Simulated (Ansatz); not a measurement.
# How far is PAW off for BN?

```
CELL_PARAMETERS angstrom
2.51000 0.00000 0.00000
-1.25500 2.17372 0.00000
0.00000 0.00000 6.69000
ATOMIC_POSITIONS crystal
B 0.00000 0.00000 0.50000
B 0.33333 0.66667 0.00000
N 0.00000 0.00000 0.00000
N 0.66667 0.33333 0.50000
```

Atom numbers follow the list: B1, B2, N3, N4.

The conventional cell has a = 2.510 Å, b = 2.510 Å, c = 6.690 Å, α = 90.00°, β = 90.00°, γ = 120.00°. Around B (atom 1) lie 3 N at 1.45 Å. B (atom 2) has 3 N at 1.45 Å as nearest neighbours. N (atom 3) has 3 B at 1.45 Å as nearest neighbours. Around N (atom 4) lie 3 B at 1.45 Å.

The cell is COD entry 1010602, as deposited and not checked against the literature; nothing was relaxed. It is an old determination, and later ones may differ.

All numbers are computed: DFT, PBE, PAW with Ansatz's default frozen-core files, scalar-relativistic (Ansatz 0.2.0); DFT, PBE, all-electron PAW with datasets made for the crystal, scalar-relativistic (Ansatz 0.2.0); DFT, PBE, all-electron LAPW, scalar-relativistic (Ansatz 0.2.0).

For PAW: a Γ-centred 11×11×4 k mesh, Fermi–Dirac smearing of 0.03 eV, cutoff 420 eV, no spin polarisation. The crystal-made all-electron datasets (AE datasets) take a cutoff of 560 eV at this cell. LAPW targets a basis error of 1 meV/atom. The Ansatz runs share mesh, smearing and spin set-up. Plane-wave (PAW) pressures include the program's estimate of the Pulay term.

Stress and pressure are positive in compression.

Levels count from the top of the valence band.

```
                            quantity     PAW  AE datasets    LAPW
                      pressure (GPa)    1.43         1.40    1.40
                     stress xx (GPa)    0.85         0.79    0.79
                     stress zz (GPa)    2.60         2.62    2.62
                       band gap (eV)   4.363        4.356   4.356
      highest filled level at H (eV)   0.000        0.000   0.000
        lowest empty level at H (eV)   4.545        4.541   4.541
      highest filled level at A (eV)  -1.327       -1.333  -1.333
        lowest empty level at A (eV)   7.433        7.438   7.439
      highest filled level at L (eV)  -0.908       -0.908  -0.908
        lowest empty level at L (eV)   4.629        4.622   4.622
field gradient Vzz at B1 (10²¹ V/m²)    2.79         2.87       –
field gradient Vzz at B2 (10²¹ V/m²)    2.78         2.86       –
field gradient Vzz at N3 (10²¹ V/m²)   -0.27        -0.10       –
field gradient Vzz at N4 (10²¹ V/m²)   -0.40        -0.23       –
```

PAW's pressure differs from the LAPW value by +0.03 GPa. Datasets made for the crystal and LAPW share parts of one code, so their agreement isn't an independent check.
